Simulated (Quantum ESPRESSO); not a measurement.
# InP (F-43m) in Quantum ESPRESSO: a series of runs, part 3 of 5

Quantum ESPRESSO 7.5. Earlier steps stand in the parts before.

## 4. Phonons, AM05

The input, pw.in:

```
&CONTROL
  calculation = 'scf'
  prefix = 'pwscf'
  outdir = './tmp'
  pseudo_dir = './pseudo'
  tprnfor = .true.
  tstress = .true.
  disk_io = 'low'
/
&SYSTEM
  ibrav = 0
  nat = 2
  ntyp = 2
  ecutwfc = 70
  nbnd = 15
  input_dft = 'XC-000I-000I-120L-135L-000I-000I'
  occupations = 'smearing'
  smearing = 'fd'
  degauss = 0.00367493
/
&ELECTRONS
  conv_thr = 4d-10
  electron_maxstep = 120
  mixing_beta = 0.5
/
ATOMIC_SPECIES
In   114.8180 In.upf
P     30.9738 P.upf
CELL_PARAMETERS angstrom
   0.0000000000    2.9305000000    2.9305000000
   2.9305000000    0.0000000000    2.9305000000
   2.9305000000    2.9305000000    0.0000000000
ATOMIC_POSITIONS crystal
In     0.0000000000    0.0000000000    0.0000000000
P      0.7500000000    0.7500000000    0.7500000000
K_POINTS automatic
8 8 8 1 1 1
```

The input, scf2.in:

```
&CONTROL
  calculation = 'scf'
  prefix = 'pwscf'
  outdir = './tmp'
  pseudo_dir = './pseudo'
  tprnfor = .true.
  tstress = .true.
  disk_io = 'low'
/
&SYSTEM
  ibrav = 0
  nat = 2
  ntyp = 2
  ecutwfc = 70
  nbnd = 15
  input_dft = 'XC-000I-000I-120L-135L-000I-000I'
  occupations = 'fixed'
/
&ELECTRONS
  conv_thr = 1d-13
  electron_maxstep = 120
  mixing_beta = 0.5
  startingpot = 'file'
  startingwfc = 'file'
/
ATOMIC_SPECIES
In   114.8180 In.upf
P     30.9738 P.upf
CELL_PARAMETERS angstrom
   0.0000000000    2.9305000000    2.9305000000
   2.9305000000    0.0000000000    2.9305000000
   2.9305000000    2.9305000000    0.0000000000
ATOMIC_POSITIONS crystal
In     0.0000000000    0.0000000000    0.0000000000
P      0.7500000000    0.7500000000    0.7500000000
K_POINTS automatic
8 8 8 1 1 1
```

The input, ph.in:

```
phonons of InP
&INPUTPH
  prefix = 'pwscf'
  outdir = './tmp'
  tr2_ph = 1d-16
  fildyn = 'dyn'
  niter_ph = 60
  alpha_mix(1) = 0.7
  epsil = .true.
/
0.0000000000 0.0000000000 0.0000000000
```

The input, dynmat.in:

```
&INPUT
  fildyn = 'dyn'
  asr = 'crystal'
  lperm = .true.
  filout = 'dynmat.disp'
  fileig = 'dynmat.eig'
/
```

The input, dynmat_lo.in:

```
&INPUT
  fildyn = 'dyn'
  asr = 'crystal'
  filout = 'dynmat_lo.disp'
  fileig = 'dynmat_lo.eig'
  q(1) = 0
  q(2) = 0
  q(3) = 1
/
```

Potentials or basis: PseudoDojo 0.4.1 SR PBE standard.

Command:

```
$ OMP_NUM_THREADS=1 pw.x -in pw.in > pw.out
$ OMP_NUM_THREADS=1 pw.x -in scf2.in > scf2.out
$ OMP_NUM_THREADS=1 ph.x -in ph.in > ph.out
$ OMP_NUM_THREADS=1 dynmat.x -in dynmat.in > dynmat.out
$ OMP_NUM_THREADS=1 dynmat.x -in dynmat_lo.in > dynmat_lo.out
```

pw.out:

```text
This program is part of the open-source Quantum ESPRESSO suite
     for quantum simulation of materials; please cite
         "P. Giannozzi et al., J. Phys.:Condens. Matter 21 395502 (2009);
         "P. Giannozzi et al., J. Phys.:Condens. Matter 29 465901 (2017);
         "P. Giannozzi et al., J. Chem. Phys. 152 154105 (2020);
     in publications or presentations arising from this work. More details at

     IMPORTANT: XC functional enforced from input :
     Exchange-correlation= XC-000I-000I-120L-135L-000I-000I
                           (   0   0 120 135   0   0   0)
     Any further DFT definition will be discarded
     Please, verify this is what you really want

     Message from routine setup:
     using ibrav=0 with symmetry is DISCOURAGED, use correct ibrav instead

     G-vector sticks info
     --------------------
     sticks:   dense  smooth     PW     G-vecs:    dense   smooth      PW
     Sum        1177    1177    361                26813    26813    4477

     Using Slab Decomposition

     bravais-lattice index     =            0
     lattice parameter (alat)  =       7.8317  a.u.
     unit-cell volume          =     339.6658 (a.u.)^3
     number of atoms/cell      =            2
     number of atomic types    =            2
     number of electrons       =        18.00
     number of Kohn-Sham states=           15
     kinetic-energy cutoff     =      70.0000  Ry
     charge density cutoff     =     280.0000  Ry
     scf convergence threshold =      4.0E-10
     mixing beta               =       0.5000
     number of iterations used =            8  plain     mixing
     Exchange-correlation= XC-000I-000I-120L-135L-000I-000I
                           (   0   0 120 135   0   0   0)

     celldm(1)=   7.831692  celldm(2)=   0.000000  celldm(3)=   0.000000
     celldm(4)=   0.000000  celldm(5)=   0.000000  celldm(6)=   0.000000

     crystal axes: (cart. coord. in units of alat)
               a(1) = (   0.000000   0.707107   0.707107 )
               a(2) = (   0.707107   0.000000   0.707107 )
               a(3) = (   0.707107   0.707107   0.000000 )

     reciprocal axes: (cart. coord. in units 2 pi/alat)
               b(1) = ( -0.707107  0.707107  0.707107 )
               b(2) = (  0.707107 -0.707107  0.707107 )
               b(3) = (  0.707107  0.707107 -0.707107 )

     PseudoPot. # 1 for In read from file:
     In.upf
     Pseudo is Norm-conserving + core correction, Zval = 13.0
     Generated using ONCVPSP code by D. R. Hamann
     Using radial grid of 1964 points,  6 beta functions with:
                l(1) =   0
                l(2) =   0
                l(3) =   1
                l(4) =   1
                l(5) =   2
                l(6) =   2

     PseudoPot. # 2 for P  read from file:
     P.upf
     Pseudo is Norm-conserving + core correction, Zval =  5.0
     Generated using ONCVPSP code by D. R. Hamann
     Using radial grid of 1298 points,  6 beta functions with:
                l(1) =   0
                l(2) =   0
                l(3) =   1
                l(4) =   1
                l(5) =   2
                l(6) =   2

     atomic species   valence    mass     pseudopotential
     In               13.00   114.81800     In( 1.00)
     P                 5.00    30.97380     P ( 1.00)

     24 Sym. Ops. (no inversion) found

   Cartesian axes

     site n.     atom                  positions (alat units)
         1        In     tau(   1) = (   0.0000000   0.0000000   0.0000000  )
         2        P      tau(   2) = (   1.0606602   1.0606602   1.0606602  )

     number of k points=    60  Fermi-Dirac smearing, width (Ry)=  0.0037
                       cart. coord. in units 2pi/alat
        k(    1) = (   0.0441942   0.0441942   0.0441942), wk =   0.0078125
        k(    2) = (   0.1325825   0.1325825  -0.0441942), wk =   0.0234375
        k(    3) = (   0.2209709   0.2209709  -0.1325825), wk =   0.0234375
        k(    4) = (   0.3093592   0.3093592  -0.2209709), wk =   0.0234375
        k(    5) = (  -0.3093592  -0.3093592   0.3977476), wk =   0.0234375
        k(    6) = (  -0.2209709  -0.2209709   0.3093592), wk =   0.0234375
[... 52 lines left out ...]
        k(   59) = (   0.3093592   0.3093592   0.3093592), wk =   0.0078125
        k(   60) = (  -0.3093592  -0.3093592   0.9280777), wk =   0.0234375

     Dense  grid:    26813 G-vectors     FFT dimensions: (  45,  45,  45)

     WARNING: libxc functional with ID  120 depends
      on external parameters: check the user_guide of
      QE if you need to modify them or to check their
      default values.

     WARNING: libxc functional with ID  135 depends
      on external parameters: check the user_guide of
      QE if you need to modify them or to check their
      default values.

     Initial potential from superposition of free atoms

     starting charge      17.9960, renormalised to      18.0000
     Starting wfcs are   13 randomized atomic wfcs +    2 random wfcs

     Self-consistent Calculation

     iteration #  1     ecut=    70.00 Ry     beta= 0.50
     Davidson diagonalization with overlap
     ethr =  1.00E-02,  avg # of iterations =  4.6

     Threshold (ethr) on eigenvalues was too large:
     Diagonalizing with lowered threshold

     Davidson diagonalization with overlap
     ethr =  5.53E-04,  avg # of iterations =  1.8

     total energy              =    -146.18733753 Ry
     estimated scf accuracy    <       0.09728324 Ry

     iteration #  2     ecut=    70.00 Ry     beta= 0.50
     Davidson diagonalization with overlap
     ethr =  5.40E-04,  avg # of iterations =  2.5

     total energy              =    -146.20821868 Ry
     estimated scf accuracy    <       0.00670249 Ry

     iteration #  3     ecut=    70.00 Ry     beta= 0.50
     Davidson diagonalization with overlap
     ethr =  3.72E-05,  avg # of iterations =  6.3

     total energy              =    -146.20879834 Ry
     estimated scf accuracy    <       0.00125302 Ry
[... 26 lines left out ...]
     total energy              =    -146.20888407 Ry
     estimated scf accuracy    <       0.00000002 Ry

     iteration #  8     ecut=    70.00 Ry     beta= 0.50
     Davidson diagonalization with overlap
     ethr =  1.18E-10,  avg # of iterations =  2.0

     total energy              =    -146.20888407 Ry
     estimated scf accuracy    <          2.0E-09 Ry

     iteration #  9     ecut=    70.00 Ry     beta= 0.50
     Davidson diagonalization with overlap
     ethr =  1.11E-11,  avg # of iterations =  2.4

     End of self-consistent calculation

          k = 0.0442 0.0442 0.0442 (  3374 PWs)   bands (ev):

    -7.0530  -7.0459  -7.0459  -6.8952  -6.8952  -4.3730   6.5002   7.0782
     7.0782   8.2790  11.1605  11.2216  11.2216  15.8966  16.2803

          k = 0.1326 0.1326-0.0442 (  3372 PWs)   bands (ev):

    -7.0787  -7.0378  -7.0332  -6.8976  -6.8925  -4.1365   5.1482   6.5385
     6.9705   9.0397  11.2135  11.4187  11.9054  15.4068  15.9698

          k = 0.2210 0.2210-0.1326 (  3367 PWs)   bands (ev):

    -7.1224  -7.0214  -7.0179  -6.8957  -6.8881  -3.5938   3.3401   6.0909
     6.6023   9.0984  11.8216  11.9065  12.6595  15.3217  16.1082

          k = 0.3094 0.3094-0.2210 (  3359 PWs)   bands (ev):

    -7.1591  -7.0094  -7.0091  -6.8874  -6.8830  -2.9281   1.8627   5.8552
     6.2503   8.9137  11.8781  11.9485  13.9172  16.2644  16.3953
[... 103 lines left out ...]
    -7.1837  -6.9965  -6.9787  -6.9006  -6.8829  -2.3469   1.5521   4.2634
     5.5632  10.0109  11.6306  13.0526  14.1937  15.6370  17.1108

          k = 0.2210-0.3094 0.3977 (  3357 PWs)   bands (ev):

    -7.1689  -7.0064  -7.0011  -6.8896  -6.8809  -2.6981   1.5863   5.4455
     6.0107   9.2947  11.5760  12.2668  14.1173  16.3271  17.1282

          k =-0.6629 0.0442 0.0442 (  3340 PWs)   bands (ev):

    -7.2325  -6.9491  -6.9436  -6.9413  -6.8609  -2.0521   1.3771   4.6684
     4.8202   8.9761   9.5034  15.8740  16.2461  16.7178  17.9708

          k =-0.5745 0.1326-0.0442 (  3364 PWs)   bands (ev):

    -7.2140  -6.9642  -6.9553  -6.9326  -6.8665  -2.3130   1.7634   4.5366
     4.9202   9.4469  10.1507  14.1268  15.4201  16.3778  18.2588

          k =-0.4861 0.2210-0.1326 (  3357 PWs)   bands (ev):

    -7.1842  -6.9923  -6.9780  -6.9117  -6.8751  -2.5752   1.9051   4.5973
     5.4411   9.9020  11.4031  12.7350  13.7948  16.3030  18.2081

          k =-0.4861 0.0442 0.0442 (  3371 PWs)   bands (ev):

    -7.1990  -6.9685  -6.9670  -6.9327  -6.8679  -2.8079   2.4652   5.0633
     5.1766   9.2218   9.9839  14.2423  14.6957  15.4769  17.5636

          k =-0.3977 0.1326-0.0442 (  3369 PWs)   bands (ev):

    -7.1661  -6.9937  -6.9880  -6.9180  -6.8753  -3.1823   2.9999   5.1750
     5.6555   9.9018  10.5139  12.7457  13.7172  15.1677  17.4019

          k =-0.3094 0.0442 0.0442 (  3374 PWs)   bands (ev):

    -7.1336  -7.0076  -7.0065  -6.9128  -6.8810  -3.6872   4.0818   5.9043
     5.9286   9.8585  10.2154  12.8567  12.9819  14.2505  16.8942

          k = 0.1326 0.1326 0.1326 (  3359 PWs)   bands (ev):

    -7.0880  -7.0325  -7.0325  -6.8943  -6.8943  -4.0226   4.5938   6.7550
     6.7550   8.9082  11.6679  11.6679  11.7696  15.6515  15.6515

          k = 0.2210 0.2210 0.0442 (  3378 PWs)   bands (ev):

    -7.1163  -7.0232  -7.0171  -6.8998  -6.8881  -3.6933   3.8101   5.6459
     6.7222   9.5965  11.5578  11.7932  12.4021  14.9262  16.3201
[... 118 lines left out ...]
    -7.1910  -6.9889  -6.9735  -6.9086  -6.8784  -2.2764   1.5479   4.1396
     5.4635   9.7110  11.8536  13.5506  13.6920  16.0305  17.1432

          k = 0.3094 0.3094 0.3094 (  3365 PWs)   bands (ev):

    -7.1650  -7.0095  -7.0095  -6.8824  -6.8824  -2.7878   1.5327   6.1709
     6.1709   8.5916  11.8973  11.8973  14.1556  16.3603  17.3155

          k =-0.3094-0.3094 0.9281 (  3348 PWs)   bands (ev):

    -7.1731  -7.0043  -6.9986  -6.8876  -6.8829  -2.5751   1.4422   5.2147
     5.9706   9.4079  11.5731  12.3127  14.3407  16.6183  17.0875

     the Fermi energy is     7.7006 ev

!    total energy              =    -146.20888407 Ry
     estimated scf accuracy    <          1.9E-10 Ry
     smearing contrib. (-TS)   =      -0.00000001 Ry
     internal energy E=F+TS    =    -146.20888407 Ry

     The total energy is F=E-TS. E is the sum of the following terms:
     one-electron contribution =     -49.56861320 Ry
     hartree contribution      =      36.67510669 Ry
     xc contribution           =     -43.59497336 Ry
     ewald contribution        =     -89.72040420 Ry

     convergence has been achieved in   9 iterations

     Forces acting on atoms (cartesian axes, Ry/au):

     atom    1 type  1   force =     0.00000000   -0.00000000   -0.00000000
     atom    2 type  2   force =     0.00000000    0.00000000    0.00000000

     Total force =     0.000000     Total SCF correction =     0.000000

     Computing stress (Cartesian axis) and pressure

          total   stress  (Ry/bohr**3)                   (kbar)     P=       11.91
   0.00008095  -0.00000000  -0.00000000           11.91       -0.00       -0.00
  -0.00000000   0.00008095  -0.00000000           -0.00       11.91       -0.00
  -0.00000000  -0.00000000   0.00008095           -0.00       -0.00       11.91

=------------------------------------------------------------------------------=
   JOB DONE.
=------------------------------------------------------------------------------=
```

Wall time 23 min (1 thread of Arm Neoverse V1, shared host); peak memory 0.1 GiB.

Results:

* Free energy: -1989.2732 eV
* Pressure after relaxing: 1.2 GPa
* Electronic dielectric tensor (diagonal): 11.17
* Born charges (mean of the diagonal): In +2.50; P -2.50 e
* Highest phonon frequency at Γ, LO-TO splitting left out: 301 cm⁻¹
* Static dielectric tensor (diagonal): 13.94

Levels at points of the mesh, in eV from the valence-band top:
| k point | band 5 | band 6 | band 7 | band 8 | band 9 | band 10 | band 11 | band 12 | band 13 | band 14 |
| --- | --- | --- | --- | --- | --- | --- | --- | --- | --- | --- |
| (0.06, 0.06, 0.06) | -13.97 | -11.45 | -0.58 | 0.00 | 0.00 | 1.20 | 4.08 | 4.14 | 4.14 | 8.82 |

Phonon frequencies in cm⁻¹ (negative: imaginary):
```
              q point           frequencies
(0.000, 0.000, 0.000)  -7 -7 -7 301 301 301
```

Electronic dielectric tensor:
```
11.17  0.00  0.00
 0.00 11.17  0.00
 0.00  0.00 11.17
```

Born effective charge tensors (e):
atom 1, In
```
2.50 0.00 0.00
0.00 2.50 0.00
0.00 0.00 2.50
```
atom 2, P
```
-2.50  0.00  0.00
 0.00 -2.50  0.00
 0.00  0.00 -2.50
```

Optical modes at Γ, degenerate ones joined, polar ones without the macroscopic field:
```tsv
cm⁻¹	components	symmetry	active in	IR intensity, summed ((D/Å)²/amu)
301	3	T2	IR and Raman	17.74
```

Zone-centre frequencies without and with the macroscopic field along z (cm⁻¹):
|  | optical modes in rising order |
| --- | --- |
| without | 301 301 301 |
| with the field | 301 301 336 |

Static dielectric tensor, electrons and zone-centre modes:
```
13.94  0.00  0.00
 0.00 13.94  0.00
 0.00  0.00 13.94
```

Caveat: the potentials were made for another functional, which shifts forces and pressure; the shifted mesh misses Γ, where the gap is smaller or closed, so treating the crystal as an insulator may be wrong and the dielectric response too small.

[end of part 3 of 5]
